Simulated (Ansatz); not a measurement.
GdN in the wurtzite structure

Computed with Ansatz (plane waves, PAW, 420 eV cutoff): PBE, scalar-relativistic, collinear spin, 10×10×8 k-mesh, Gaussian smearing of 0.05 eV. The datasets are Ansatz's generated set soft_2.

```
CELL_PARAMETERS angstrom
4.06266 0.00000 0.00000
-2.03133 3.51837 0.00000
0.00000 0.00000 5.06588
ATOMIC_POSITIONS crystal
Gd 0.66667 0.33333 0.04978
Gd 0.33333 0.66667 0.54978
N 0.66667 0.33333 0.57542
N 0.33333 0.66667 0.07542
```

This is a trial structure; measured cells of the compound in the Crystallography Open Database are in space group Fm-3m (rock salt).

Magnetic state: ferromagnetic, site spin moments Gd 6.82; N -0.07 μB.

**Question.** Which orbitals make up the states within about 0.6 eV of each band edge?

**Answer.** Valence edge: N 2p 74 %, Gd 5d 15 %, Gd 4f 10 %. Conduction edge: Gd 5d 67 %, Gd 4f 17 %, N 2p 13 %. Shares are among the projected shells; the gap is 0.64 eV.

Density of states (tetrahedra, averaged over 0.4 eV; states/eV per cell of 4 atoms; energy in eV from the Fermi level; projections on Löwdin-orthogonalised atomic orbitals, summed over sites):

```tsv
E	total	Gd 4f up	Gd 4f down	N 2p	Gd 5d up	Gd 5d down
-4.45	0.0	0.0	0.0	0.0	0.0	0.0
-4.05	4.7	3.1	0.0	1.0	0.4	0.0
-3.65	31.2	29.3	0.0	1.2	0.2	0.2
-3.25	3.9	0.9	0.0	1.7	0.4	0.5
-2.85	3.8	0.5	0.0	1.9	0.5	0.4
-2.45	6.4	0.4	0.1	4.0	0.8	0.9
-2.05	5.8	0.3	0.1	3.8	0.8	0.5
-1.65	7.2	0.2	0.2	5.1	0.8	0.6
-1.25	1.8	0.1	0.0	1.3	0.3	0.0
-0.85	0.2	0.0	0.0	0.1	0.0	0.0
-0.45	0.0	0.0	0.0	0.0	0.0	0.0
-0.05	0.0	0.0	0.0	0.0	0.0	0.0
0.35	0.1	0.0	0.0	0.0	0.0	0.0
0.75	0.5	0.0	0.1	0.1	0.2	0.2
1.15	3.8	0.0	2.2	0.2	0.4	0.8
1.55	23.9	0.0	22.3	0.2	0.6	0.5
1.95	9.4	0.0	7.9	0.3	0.7	0.3
2.35	2.4	0.0	0.6	0.3	0.9	0.4
2.75	2.1	0.0	0.3	0.3	0.6	0.6
3.15	2.3	0.0	0.3	0.4	0.6	0.7
3.55	2.2	0.0	0.2	0.3	0.7	0.6
3.95	1.7	0.0	0.1	0.3	0.5	0.5
4.35	2.0	0.0	0.1	0.2	0.8	0.6
4.75	2.4	0.0	0.0	0.3	1.3	0.5
5.15	3.3	0.0	0.0	0.4	1.7	0.7
```

Formal charges Gd³⁺, N³⁻ leave Gd³⁺ with an open 4f⁷ shell. A part-filled shell gives a gap only if something splits it: here on each such atom exchange fills one spin channel and leaves the other empty, so the half-filled shell acts almost as a closed one, and the gap is 0.64 eV.

The valence edge mixes anion p with metal states, so the bond is partly covalent and the gap isn't a plain transfer from N to Gd.

Hund's first rule gives Gd³⁺ with 7 f electrons 7 unpaired spins, a spin moment of 7 μB; the run has 6.82 μB on Gd (atomic spheres) and 7.11 f electrons on orthogonalised orbitals. The moment is close to the ion's, so in this run the shell is localised and nearly fully polarised.

Semilocal functionals without a U place occupied f levels too high and empty ones too low, so gaps that touch them come out too small. Scalar-relativistic only: spin–orbit splittings of the heavy atoms' levels are missing. The run wasn't fully tested for a lower electronic state. Site moments are of spin, integrated over atomic spheres. The moments were started parallel, and the real magnetic order may be another.
